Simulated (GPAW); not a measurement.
A run of GPAW 26.7.0:

Contents of run.py:

```python
from ase.calculators.mixing import SumCalculator
from ase.eos import EquationOfState
from ase.io import Trajectory, read
from ase.units import GPa
from dftd3.ase import DFTD3
from gpaw import GPAW, PW

atoms = read('GaN.xyz')

traj = Trajectory('eos.traj', 'w')
volumes, energies = [], []
for x in [0.94, 0.96, 0.98, 1.0, 1.02, 1.04, 1.06]:
    a = atoms.copy()
    a.set_cell(atoms.cell * x**(1 / 3), scale_atoms=True)
    calc = GPAW(mode=PW(800),
                xc='MGGA_X_R2SCAN+MGGA_C_R2SCAN',
                kpts={'size': (10, 10, 10), 'gamma': True},
                occupations={'name': 'fermi-dirac', 'width': 0.05},
                nbands=11,
                convergence={'density': 1e-05, 'energy': 1e-05},
                maxiter=150,
                txt=f'eos-{x:.2f}.txt')
    a.calc = SumCalculator([calc, DFTD3(method='r2scan', damping='d3bj')])
    energies.append(a.get_potential_energy())
    volumes.append(a.get_volume())
    p = -a.get_stress()[:3].mean() / GPa
    calc.write(f'eos-{x:.2f}.gpw')
    traj.write(a)
    print(f'{x:.2f} {volumes[-1]:10.4f} A^3 {energies[-1]:14.6f} eV {p:9.3f} GPa', flush=True)

v0, e0, B = EquationOfState(volumes, energies, eos='birchmurnaghan').fit()
print(f'V0 = {v0:.4f} A^3, E0 = {e0:.6f} eV, B0 = {B / GPa:.2f} GPa')
```

The input GaN.xyz:

```xyz
2
Lattice="0.0000000000 2.2535006075 2.2535006075 2.2535006075 0.0000000000 2.2535006075 2.2535006075 2.2535006075 0.0000000000" Properties=species:S:1:pos:R:3 pbc="T T T"
Ga     0.0000000000      0.0000000000      0.0000000000
N      1.1267503038      1.1267503038      1.1267503038
```

Potentials or basis: GPAW PAW data sets (gpaw-data 1.2.1), pw.

Launch:

```sh
$ OMP_NUM_THREADS=1 python run.py
```

Hardware: 1 thread of AMD EPYC 7R13 Processor (Zen 3), on a shared host.

Question: How long does it take, and how much memory?

Answer: Run time: 3.4 min on 1 thread of AMD EPYC 7R13 Processor (Zen 3), with other jobs on the host, peak memory 0.47 GiB. Counts: scf iterations 70, plane waves 1158, bands 11, k points 47.
